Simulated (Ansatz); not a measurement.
AlNi: how the k-point mesh moves the results

Level of theory: Ansatz 0.2.0, DFT PBEsol, scalar-relativistic, plane waves, PAW.

```xyz
2
Lattice="1.9387 -1.9532 0.0000 1.9387 1.9532 0.0000 0.0000 0.0000 3.0994" Properties=species:S:1:pos:R:3 pbc="T T T"
Al    0.0000    0.0000    0.0000
Ni    1.9387    0.0000    1.5497
```

```json
{"plane-wave cutoff": "420 eV", "occupation rule": "Gaussian smearing, 0.1 eV", "spin treatment": "unpolarised"}
```

The atoms are held and the k-point mesh is swept. Energies are extrapolated to zero smearing and count from the reference run, 26×26×22. The cell isn't necessarily relaxed at this level. The meshes are Γ-centred. Pressure is positive in compression.

Times are rough; the reference took 54 s on 1 thread of Intel(R) Xeon(R) Platinum 8259CL CPU @ 2.50GHz (Skylake/Cascade Lake) (shared host), peak memory 0.96 GiB.

| mesh | ΔE (meV/atom) | P (GPa) | irreducible points | wall time (s) |
| --- | --- | --- | --- | --- |
| 1×1×1 | 266 | -1.92 | 1 | 1 |
| 2×2×2 | 11.6 | 3.53 | 6 | 0.94 |
| 4×4×4 | 4.54 | 0.30 | 21 | 1.4 |
| 8×8×6 | 4.44 | 0.43 | 84 | 2.6 |
| 8×8×8 | 4.06 | 0.46 | 105 | 3.2 |
| 10×10×8 | 1.79 | 0.41 | 155 | 4 |
| 10×10×10 | ? | ? | ? | ? |
| 12×12×12 | ? | ? | ? | ? |
| 14×14×12 | ? | ? | ? | ? |
| 16×16×14 | 0.62 | 0.35 | 584 | 16 |
| 20×20×18 | ? | ? | ? | ? |
| 26×26×22 | 0.00 | 0.38 | 2196 | 54 |

(1) Fill in the withheld rows.

Answers

(1) The withheld rows:

```tsv
mesh	ΔE (meV/atom)	P (GPa)	irreducible points	wall time (s)
10×10×10	1.90	0.46	186	5.2
12×12×12	-1.02	0.38	301	8.3
14×14×12	-0.99	0.36	399	11
20×20×18	-0.22	0.36	1110	35
```